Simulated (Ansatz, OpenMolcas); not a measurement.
Worked example: the enthalpy of formation of C4H8 (1-butene)

C4H8: 12 atoms, total charge 0, spin state singlet. As SMILES, `C=CCC`. The shape is that of a PBE0-D4/def2-TZVP optimisation. This is one conformer, not always the lowest.

Total energies at PBE/6-31G* (spherical functions) (OpenMolcas 26.06); the atoms run unrestricted:

```tsv
species	state	energy (Eh)
C4H8	singlet	-156.980325
C	triplet	-37.781320
H	doublet	-0.497432
```

Harmonic wavenumbers at PBE0-D4/def2-TZVP, in cm⁻¹: 109, 231, 314, 433, 659, 794, 871, 949, 985, 1031, 1049, 1097, 1202, 1288, 1317, 1343, 1401, 1449, 1474, 1489, 1498, 1727, 3030, 3047, 3078, 3121, 3128, 3136, 3149, 3236.

Measured heats of formation of the gaseous atoms at 298.15 K, in kJ/mol: C 716.9, H 218.0. Spin-orbit lowering of the atoms at 298 K (mean of the ground term's levels less their thermal mean, from spectra), in kJ/mol: C 0.02. Take 1 Eh = 2625.50 kJ/mol, 1 cm⁻¹ = 0.0119627 kJ/mol, RT = 2.479 kJ/mol.

What heat of formation follows?


1. Electronic atomisation energy: 4 × (-37.781320) + 8 × (-0.497432) − (-156.980325) = 1.875589 Eh = 4924.4 kJ/mol.
2. Zero-point energy: half the sum of the wavenumbers, 23817.5 cm⁻¹ = 284.9 kJ/mol.
3. Thermal vibrational enthalpy, Σ hcν̃/(exp(hcν̃/kT) − 1): 6.4 kJ/mol. Translation, rotation and pV of a non-linear molecule: 4 RT = 9.9 kJ/mol.
4. The 12 free atoms carry 5/2 RT each: 74.4 kJ/mol.
5. Spin-orbit coupling lowers the free atoms by 4 × 0.02 = 0.1 kJ/mol.
6. Atomisation enthalpy at 298 K: 4924.4 − 0.1 − 284.9 − 6.4 − 9.9 + 74.4 = 4697.5 kJ/mol.
7. Sum of the atoms' heats of formation: 4611.6 kJ/mol. Heat of formation: 4611.6 − 4697.5 = -85.9 kJ/mol.

The tabulated value is 0.0 kJ/mol (Active Thermochemical Tables), so this level is off by -85.9 kJ/mol, or 1.9 % of the atomisation enthalpy. Gradient-corrected functionals often overbind somewhat. Anharmonicity and any spin-orbit splitting of the molecule are left out.
